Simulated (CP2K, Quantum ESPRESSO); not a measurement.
Given: the input of a run of Quantum ESPRESSO 7.5 on CuO. Measurements of this composition are mostly on another form, of space group No. 15.

pw.in

```
&CONTROL
  calculation = 'scf'
  prefix = 'pwscf'
  outdir = './tmp'
  pseudo_dir = './pseudo'
  tprnfor = .true.
  tstress = .true.
  disk_io = 'nowf'
/
&SYSTEM
  ibrav = 0
  nat = 2
  ntyp = 2
  ecutwfc = 55
  ecutrho = 440
  nbnd = 15
  occupations = 'smearing'
  smearing = 'fd'
  degauss = 0.00367493
/
&ELECTRONS
  conv_thr = 4d-10
  electron_maxstep = 120
  mixing_beta = 0.5
/
ATOMIC_SPECIES
Cu    63.5460 Cu.paw.z_11.ld1.psl.v1.0.0-low.upf
O     15.9990 O.pbe-n-kjpaw_psl.0.1.UPF
CELL_PARAMETERS angstrom
   2.5525506100    0.0000000000    0.0000000000
   0.0000000000    2.5525506100    0.0000000000
   0.0000000000    0.0000000000    2.5525506100
ATOMIC_POSITIONS crystal
Cu     0.0000000000    0.0000000000    0.0000000000
O      0.5000000000    0.5000000000    0.5000000000
K_POINTS automatic
10 10 10 0 0 0
```

Potentials or basis: SSSP 1.3 efficiency PBE.

Launch:

```sh
$ OMP_NUM_THREADS=1 pw.x -in pw.in > pw.out
```

Question: Translate it to CP2K 2026.2. Potentials or basis there: POTENTIAL_UZH Cu GTH-PBE-q11, O GTH-PBE-q6; TZVP-MOLOPT-PBE-GTH basis.

Answer: As run (cutoffs and basis follow the program's own potentials, and thresholds, step limits or extra output files can differ):

The input cuo_scf.inp:

```
&GLOBAL
  PROJECT cuo_scf
  RUN_TYPE ENERGY_FORCE
  PRINT_LEVEL LOW
&END GLOBAL
&FORCE_EVAL
  METHOD QS
  STRESS_TENSOR ANALYTICAL
  &DFT
    BASIS_SET_FILE_NAME BASIS_MOLOPT_UZH
    POTENTIAL_FILE_NAME POTENTIAL_UZH
    &MGRID
      CUTOFF 600
      REL_CUTOFF 60
      NGRIDS 5
    &END MGRID
    &QS
      METHOD GPW
      EPS_DEFAULT 1.0E-10
    &END QS
    &KPOINTS
      SCHEME MONKHORST-PACK 10 10 10
      GAMMA_CENTERED T
      SYMMETRY T
      SYMMETRY_BACKEND SPGLIB
    &END KPOINTS
    &SCF
      SCF_GUESS ATOMIC
      EPS_SCF 1.0E-6
      MAX_SCF 100
      ADDED_MOS 13
      CHOLESKY OFF
      EPS_EIGVAL 1.0E-7
      &DIAGONALIZATION ON
        ALGORITHM STANDARD
      &END DIAGONALIZATION
      &MIXING ON
        METHOD BROYDEN_MIXING
        ALPHA 0.4
        BETA 1.5
        NBUFFER 8
      &END MIXING
      &SMEAR ON
        METHOD FERMI_DIRAC
        ELECTRONIC_TEMPERATURE 580.23
      &END SMEAR
    &END SCF
    &XC
      &XC_FUNCTIONAL PBE
      &END XC_FUNCTIONAL
    &END XC
    &PRINT
      &KPOINTS ON
      &END KPOINTS
      &MULLIKEN ON
      &END MULLIKEN
      &MO ON
        ENERGIES T
        OCCUPATION_NUMBERS T
        &EACH
          QS_SCF 0
        &END EACH
        ADD_LAST NUMERIC
      &END MO
      &LOWDIN ON
      &END LOWDIN
      &HIRSHFELD ON
        SHAPE_FUNCTION DENSITY
      &END HIRSHFELD
    &END PRINT
  &END DFT
  &SUBSYS
    &CELL
      A 2.5525506100 0.0000000000 0.0000000000
      B 0.0000000000 2.5525506100 0.0000000000
      C 0.0000000000 0.0000000000 2.5525506100
      PERIODIC XYZ
    &END CELL
    &COORD
      SCALED
      Cu  0.0000000000 0.0000000000 0.0000000000
      O   0.5000000000 0.5000000000 0.5000000000
    &END COORD
    &KIND Cu
      BASIS_SET TZVP-MOLOPT-PBE-GTH-q11
      POTENTIAL GTH-PBE-q11
    &END KIND
    &KIND O
      BASIS_SET TZVP-MOLOPT-PBE-GTH-q6
      POTENTIAL GTH-PBE-q6
    &END KIND
    &PRINT
      &ATOMIC_COORDINATES ON
      &END ATOMIC_COORDINATES
      &CELL ON
      &END CELL
    &END PRINT
  &END SUBSYS
  &PRINT
    &FORCES ON
    &END FORCES
    &STRESS_TENSOR ON
    &END STRESS_TENSOR
  &END PRINT
&END FORCE_EVAL
```

Potentials or basis: POTENTIAL_UZH Cu GTH-PBE-q11, O GTH-PBE-q6; TZVP-MOLOPT-PBE-GTH basis.

Run with:

```console
$ OMP_NUM_THREADS=2 cp2k.psmp -i cuo_scf.inp -o cuo_scf.out
```

Both were run:

|  | Quantum ESPRESSO | CP2K |
| --- | --- | --- |
| Pressure | 20.4 GPa | 24.0 GPa |

The two runs disagree by more than potentials and bases usually give (in gap, levels, pressure or energy); the cause wasn't traced.

The cell lies far from this level's equilibrium.

Pressure is positive in compression.
